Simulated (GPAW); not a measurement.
# Al (P6/mmm) in GPAW: notebook

Aim: see how the results for Al move with the level of theory and the settings. Levels: LDA, PBE. Tasks: single point.

Everything below comes from runs of GPAW 26.7.0. Logs are shortened: lines on timing, memory, paths and dates and some standing lists are left out, and cuts for length are marked. The log counts tension as positive stress, the text compression.

### Step 1. The crystal as given

Symmetry: P6/mmm, No. 191, hexagonal system. The conventional cell has a = 4.492 Å, b = 4.492 Å, c = 2.723 Å, α = 90.00°, β = 90.00°, γ = 120.00°. Al (site symmetry -6m2) is surrounded by 5 Al at 2.59 to 2.72 Å.

The cell was built by a generator and needn't be a form met in nature.

### Step 2. Single point, LDA

run.py

```python
from ase import Atoms
from ase.dft.bandgap import bandgap
from ase.io import write
from ase.units import Bohr, GPa
from gpaw import GPAW, PW
from gpaw.elf import elf_from_dft_calculation

atoms = Atoms(['Al', 'Al'],
              cell=[[4.4916001283, 0.0, 0.0],
                    [-2.2458000642, 3.8898398148, 0.0],
                    [0.0, 0.0, 2.7226]],
              scaled_positions=[[0.33333, 0.66667, 0.0],
                                [0.6666633333, 0.3333366667, 0.0]],
              pbc=True)

calc = GPAW(mode=PW(600),
            xc='LDA',
            kpts={'size': (7, 7, 10), 'gamma': True},
            occupations={'name': 'fermi-dirac', 'width': 0.05},
            nbands=10,
            convergence={'density': 1e-05, 'energy': 1e-05},
            maxiter=150,
            txt='gpaw.txt')
atoms.calc = calc
energy = atoms.get_potential_energy()
forces = atoms.get_forces()
stress = atoms.get_stress()
calc.write('gs.gpw')
write('result.traj', atoms)
print(f'Energy: {energy:.6f} eV')
print('Forces (eV/A):')
print(forces.round(4))
print('Stress (GPa):', (stress / GPa).round(3))
print('Fermi level:', round(calc.get_fermi_level(), 4), 'eV')
print(f'Gap: {bandgap(calc)[0]:.4f} eV, direct: {bandgap(calc, direct=True)[0]:.4f} eV')

# fields on the real-space grid
write('density.cube', atoms, data=calc.get_pseudo_density() * Bohr**3)
write('potential.cube', atoms, data=calc.get_electrostatic_potential())
write('elf.cube', atoms, data=elf_from_dft_calculation(calc).data)
```

Potentials or basis: the program's PAW data sets (release 1.2.1) made for this functional, pw.

Run with:

```console
> OMP_NUM_THREADS=1 python run.py
```

gpaw.txt:

```text
__  _  _
 | _ |_)|_||  |
 |__||  | ||/\| - 26.7.0

Input parameters:
  mode=PW(ecut=600.0),
  convergence={'density': 1e-05, 'energy': 1e-05},
  kpts=MonkhorstPack(size=(7, 7, 10), gamma=True),
  maxiter=150,
  nbands=10,
  occupations=Occupations(name='fermi-dirac', width=0.05),
  xc=XC(name='LDA')

Diagonalizing LCAO Hamiltonian
Converting LCAO to pw mode

        Al  Al

Atoms  # Å, Bohr magnetons
|   | symbol |         x |        y |        z |    initial magnetic moments |
|---|--------|-----------|----------|----------|-----------------------------|
| 0 |     Al | -0.000022 | 2.593240 | 0.000000 | ( 0.0000,  0.0000,  0.0000) |
| 1 |     Al |  2.245778 | 1.296626 | 0.000000 | ( 0.0000,  0.0000,  0.0000) |

Unit cell  # Å
| periodic |         x |        y |        z |  lengths |     angles |
|----------|-----------|----------|----------|----------|------------|
|      yes |  4.491600 | 0.000000 | 0.000000 | 4.491600 |  90.000000 |
|      yes | -2.245800 | 3.889840 | 0.000000 | 4.491600 |  90.000000 |
|      yes |  0.000000 | 0.000000 | 2.722600 | 2.722600 | 120.000000 |

Number of symmetries: 4
Symmetry operations  # r_c * U_cc + t_c -> r_c
|   | kind |            matrix            |
|---|------|------------------------------|
| 0 |  E   |  1, 0, 0,  0, 1, 0,  0, 0, 1 |
| 1 |  σ   |  1, 0, 0,  0, 1, 0,  0, 0,-1 |
| 2 |  σ   |  0,-1, 0, -1, 0, 0,  0, 0, 1 |
| 3 |  C2  |  0,-1, 0, -1, 0, 0,  0, 0,-1 |

BZ-sampling:
  Number of BZ points: 490
  Number of IBZ points: 96

  Monkhorst-Pack size: [7, 7, 10]
  Monkhorst-Pack shift: [0.0, 0.0, 0.05]

K-points  # in reciprocal-cell coordinates
|     |                                coordinates |     weight |
|-----|--------------------------------------------|------------|
|   0 | (  0.00000000,   0.00000000,   0.00000000) | 0.00204082 |
|   1 | (  0.00000000,   0.00000000,   0.10000000) | 0.00408163 |
|   2 | (  0.00000000,   0.00000000,   0.20000000) | 0.00408163 |
|   3 | (  0.00000000,   0.00000000,   0.30000000) | 0.00408163 |
|   4 | (  0.00000000,   0.00000000,   0.40000000) | 0.00408163 |
|   5 | (  0.00000000,   0.00000000,   0.50000000) | 0.00204082 |
|   6 | (  0.14285714,  -0.14285714,   0.00000000) | 0.00408163 |
|   7 | (  0.14285714,  -0.14285714,   0.10000000) | 0.00816327 |
|   8 | (  0.14285714,  -0.14285714,   0.20000000) | 0.00816327 |
|   9 | (  0.14285714,  -0.14285714,   0.30000000) | 0.00816327 |
| ... |                                            |            |
|  95 | (  0.42857143,   0.42857143,   0.50000000) | 0.00408163 |

Plane wave coefficients: 1607
Cutoff: 600.0 eV

Spin-components: 1 (collinear spins)
Bands:           10
Projectors:      10
Spin-degeneracy: 2
Datatype:        complex128

Parallelization:
  kpt:    1
  domain: 1
  band:   1

Density:
  Valence electrons: 6.0
  Components: 1
  Grid points: [27 27 16]
  Charge: 0.0  # |e|

Potential:
  Grid points: [27 27 16]

species:
  Al:
    name:    Aluminium
    Z:       13.0
    valence: 3
    core:    10
    charge:  0.0  # [|e|]
    compensation charges:
      type: gauss
      rc: 0.34  # [Å]
      lmax: 2
    cutoffs:
      filter: 1.91  # [Å]
      core: 2.36  # [Å]
    projectors
    | kind |    occ | energy [eV] | rcut [Å] |
    |------|--------|-------------|----------|
    |   3s |  2.000 |      -7.830 |    1.085 |
    |   3p |  1.000 |      -2.783 |    1.085 |
    |    s |        |      19.382 |    1.085 |
    |    p |        |      24.428 |    1.085 |
    |    d |        |       0.000 |    1.085 |

    Using partial waves for Al as LCAO basis

Reference energy: -13156.842615  # eV

eigensolver:
  PPCG
  Converge bands: occupied
  niter=2

density mixing:
  MSR1-Mixer
  Pratt-step length: 0.05
  Maximum mixing coefficient: 0.75
  Old densities: 10
  SVD Regularization: 0.005
  Good broyden scale: 1.0
  Trust region scale: 1.0
  Backstep threshold: 4.0
  History deletion threshold: 6.0
  Fourier metric: weight=20.0, sigma=0.015

occupation numbers:
  Fermi-Dirac:
    width: 0.0500  # eV

poisson solver:
  ecut: 4800.0  # eV

xc functional:
  name: None

convergence criteria:
- Maximum integral of absolute [dens]ity change: 1e-05 electrons / valence electron
- Maximum [total energy] change in last 3 cyles: 1e-05 eV / valence electron
- Maximum integral of absolute [eigenst]ate change: 4e-08 eV^2 / valence electron
maximum number of iterations: 150

SCF iterations
|iter     | |      energy | eigst |  dens |
|---------|-|-------------|-------|-------|
|iter:   1| |   -7.304514 | -0.30 |       |
|iter:   2| |   -7.306678 | -2.41 | -0.91 |
|iter:   3| |   -7.294552 | -3.01 | -0.94 |
|iter:   4| |   -7.292849 | -3.67 | -1.51 |
|iter:   5| |   -7.292911 | -5.45 | -2.34 |
|iter:   6| |   -7.292913 | -6.99 | -3.11 |
|iter:   7| |   -7.292913c| -8.67c| -3.89 |
|iter:   8| |   -7.292913c| -8.93c| -4.73 |
|iter:   9| |   -7.292913c| -9.62c| -5.13c|

Converged in 9 steps
Energy contributions relative to reference atoms: (reference = -13156.842615)

Energy contributions:
  Kinetic:          10.708550
  Coulomb:          -7.967956
  Zero:             -0.001595
  External:          0.000000
  Xc:              -10.029119
  Entropy:          -0.005585
  Spinorbit:         0.000000
  ----------------------------
  Free energy:      -7.295705
  Extrapolated:     -7.292913

dipole moment: (-0.000094, 0.000052, -9.423513)  # |e|*Ang

Fermi level: 3.434
Eigenvalues  # (at kpt = [0.000, 0.000, 0.000])
| band index |      eig [eV] | occ [0-2] |
|------------|---------------|-----------|
|          0 |        -5.494 |     2.000 |
|          1 |         2.602 |     2.000 |
|          2 |         2.602 |     2.000 |
|          3 |         2.957 |     2.000 |
|          4 |         5.674 |     0.000 |
|          5 |         5.674 |     0.000 |
|          6 |         8.835 |     0.000 |
|          7 |        12.920 |     0.000 |
|          8 |        13.459 |     0.000 |
|          9 |        19.292 |     0.000 |

No gap
No difference between direct/indirect transitions

Forces  # eV/Ang
|        x |        y |       z |
|----------|----------|---------|
|  0.00000 | -0.00000 | 0.00000 |  # Al   0
| -0.00000 |  0.00000 | 0.00000 |  # Al   1

Stress tensor  # eV/Ang^3
|         x |         y |        z |
|-----------|-----------|----------|
|  0.001299 | -0.000000 | 0.000000 |
| -0.000000 |  0.001299 | 0.000000 |
|  0.000000 |  0.000000 | 0.007045 |

# Writing to gs.gpw (mode='')
```

It took 24 s on 1 thread of Arm Neoverse V1, shared host; peak memory 0.17 GiB.

What came out:

- Free energy: -7.2957 eV
- Pressure: -0.5 GPa
- Band gap on the k mesh: none (metal or under the smearing width)

Stress tensor (GPa, compression positive):
```
-0.21  0.00  0.00
 0.00 -0.21  0.00
 0.00  0.00 -1.13
```

### Step 3. Single point, PBE

run.py: that of step 2 with these lines changed.

```diff
@@ -3,5 +3,4 @@
 from ase.io import write
-from ase.units import Bohr, GPa
+from ase.units import GPa
 from gpaw import GPAW, PW
-from gpaw.elf import elf_from_dft_calculation
 
@@ -16,3 +15,3 @@
 calc = GPAW(mode=PW(600),
-            xc='LDA',
+            xc='PBE',
             kpts={'size': (7, 7, 10), 'gamma': True},
@@ -35,6 +34 @@
 print(f'Gap: {bandgap(calc)[0]:.4f} eV, direct: {bandgap(calc, direct=True)[0]:.4f} eV')
-
-# fields on the real-space grid
-write('density.cube', atoms, data=calc.get_pseudo_density() * Bohr**3)
-write('potential.cube', atoms, data=calc.get_electrostatic_potential())
-write('elf.cube', atoms, data=elf_from_dft_calculation(calc).data)
```

Potentials or basis: GPAW PAW data sets (gpaw-data 1.2.1), pw.

Run with:

```console
> OMP_NUM_THREADS=1 python run.py
```

Run time: 24 s. Hardware: 1 thread of Arm Neoverse V1, shared host; peak memory 0.18 GiB.

The run converged. Its results:

```yaml
Free_energy: -6.4916 eV
Pressure: 1.7 GPa
Band_gap_on_the_k_mesh: none (metal or under the smearing width)
```

Stress tensor (GPa, compression positive):
```
2.08 0.00 0.00
0.00 2.08 0.00
0.00 0.00 0.97
```

Levels at points of the mesh, in eV from the Fermi level:
| k point | band 1 | band 2 | band 3 | band 4 | band 5 | band 6 |
| --- | --- | --- | --- | --- | --- | --- |
| (0.00, 0.00, 0.00) | -8.94 | -0.86 | -0.86 | -0.40 | 2.23 | 2.23 |
| (0.00, 0.00, 0.50) | -4.48 | -3.64 | 2.47 | 2.47 | 2.82 | 5.42 |
